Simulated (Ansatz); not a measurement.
# SrCl2: the cell at several levels of theory

The task here is to estimate one member of a computed series from the others.

Program: Ansatz 0.2.0. PAW datasets, plane waves, zero pressure. (Simulation; spin polarisation is off.)

## The cell

It is cubic, Fm-3m (No. 225); conventional cell a = 6.999 Å, 28.58 Å³ an atom. Around Sr lie 8 Cl at 3.03 Å; around Cl lie 4 Sr at 3.03 Å.

Structure file:

```cif
data_structure
_symmetry_space_group_name_H-M 'Fm-3m'
_symmetry_Int_Tables_number 225
_cell_length_a 6.9995
_cell_length_b 6.9995
_cell_length_c 6.9995
_cell_angle_alpha 90.000
_cell_angle_beta 90.000
_cell_angle_gamma 90.000
_cell_volume 342.93
loop_
_atom_site_label
_atom_site_type_symbol
_atom_site_symmetry_multiplicity
_atom_site_Wyckoff_symbol
_atom_site_fract_x
_atom_site_fract_y
_atom_site_fract_z
_atom_site_occupancy
Sr1 Sr 4 a 0.00000 0.00000 0.00000 1
Cl1 Cl 8 c 0.25000 0.25000 0.75000 1
```

Set-up of the first run:

Input file input.yaml:

```yaml
crystal:
  lattice:
    - [0.0, 3.4997473228, 3.4997473228]
    - [3.4997473228, 0.0, 3.4997473228]
    - [3.4997473228, 3.4997473228, 0.0]
  atoms:
    - { symbol: Sr, position: [0.0, 0.0, 0.0] }
    - { symbol: Cl, position: [0.75, 0.75, 0.75] }
    - { symbol: Cl, position: [0.25, 0.25, 0.25] }
kpoints:
  mp_grid: { grid: [6, 6, 6] }
hamiltonian:
  xc: pbe
scf:
  occupations: { method: fermi_dirac, width: 0.02 }
relax:
  f_tol: 0.005
  cell: {}
output:
  write_density: true
  write_potential: true
  elf: true
  volumetric_format: npy
```

Command:

```
ansatz run input.yaml --threads 2 --pin off --max-ram 29491MiB --backend cpu --events-out ev --progress --plain --runs-dir out
```

Steps of the session up to this table: Relaxing with PBE; Relaxation with r2SCAN; PBEsol: cell and atoms; Relaxation with LDA; Relaxing with HSE06.

One of the session's tables, all rows but one given; the rest of the session is left out.

| level | a (Å) | volume (Å³/atom) |
| --- | --- | --- |
| PBE | ? | ? |
| r2SCAN | 6.995 | 28.526 |
| PBEsol | 6.907 | 27.458 |
| LDA | 6.798 | 26.184 |
| HSE06 | 7.007 | 28.674 |

Q: Estimate the row for PBE from the others.

The run gave: a (Å): 7.039; volume (Å³/atom): 29.061. In the column «a (Å)» it is the highest.

What this shows: From the start to the first minimum the volume moved by +1.7 %. LDA gives the smallest cell and PBE the largest; they differ by 11.0 % in volume, a mean of 3.5 % in length. The meshes differ: PBE 6×6×6, r2SCAN 6×6×6, PBEsol 6×6×6, LDA 6×6×6, HSE06 4×4×4.
